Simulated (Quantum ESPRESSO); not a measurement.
CaO:

```
Ca O
1.0
     0.00000    2.40356    2.40356
     2.40356    0.00000    2.40356
     2.40356    2.40356    0.00000
Ca O
1 1
Direct
  0.00000 0.00000 0.00000
  0.50000 0.50000 0.50000
```

The cell is a database's computed one.

Base run:

```yaml
Program: Quantum ESPRESSO 7.5
Functional: PBEsol
Potentials_or_basis: GBRV 1.5 PBEsol
Cutoff: 612 eV
Density_cutoff: 4898 eV
k_mesh: 10 × 10 × 10
Occupations: fermi-dirac, width 0.05 eV
Spin: no spin polarisation
```

Its results: band gap on the k mesh 3.56 eV, indirect (least direct gap 3.94 eV); pressure -2.7 GPa.

Task: The run is repeated on the same cell with these changes: functional from PBEsol to rev-vdW-DF2; potentials or basis from GBRV 1.5 PBEsol to PseudoDojo 0.4.1 SR PBE standard; cutoff from 612 eV to 1143 eV; density cutoff from 4898 eV to 4572 eV. What comes out?

Result: Band gap on the k mesh 3.63 eV, indirect (least direct gap 4.01 eV); pressure -1.0 GPa.

Caveats: the potentials were made for another functional, which shifts forces and pressure (some runs).
